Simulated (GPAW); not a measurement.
CdGeAs2:

```
Cd As Ge
1.0
    -2.98887    2.98887    5.66430
     2.98887   -2.98887    5.66430
     2.98887    2.98887   -5.66430
Cd As Ge
2 4 2
Direct
  0.50000 0.50000 0.00000
  0.25000 0.75000 0.50000
  0.09622 0.12500 0.47122
  0.37500 0.90378 0.02878
  0.65378 0.62500 0.52878
  0.87500 0.34622 0.97122
  0.75000 0.25000 0.50000
  0.00000 0.00000 0.00000
```

The cell is a database's computed one.

Base run:

```yaml
Program: GPAW 26.7.0
Functional: RPBE
Potentials_or_basis: the program's PAW data sets (release 1.2.1) made for this functional
Cutoff: 400 eV
Basis: pw
k_mesh: 5 × 5 × 5
Occupations: fermi-dirac, width 0.001 eV
Spin: no spin polarisation
```

Its results: band gap on the k mesh 0.17 eV, direct.

The run is repeated on the same cell with these changes: functional from RPBE to GLLB-SC. What comes out?

Band gap on the k mesh, kohn-sham part alone 0.08 eV, direct.

Caveats: with so narrow a direct gap the onset needs a denser k mesh; the long-wavelength limit can be off by several per cent where d states take part; a model potential gives levels but no total energy (some runs); response on these states lacks terms of the Hamiltonian (some runs).

A k mesh can miss the band edges.

Not every run made on this cell is shown here.
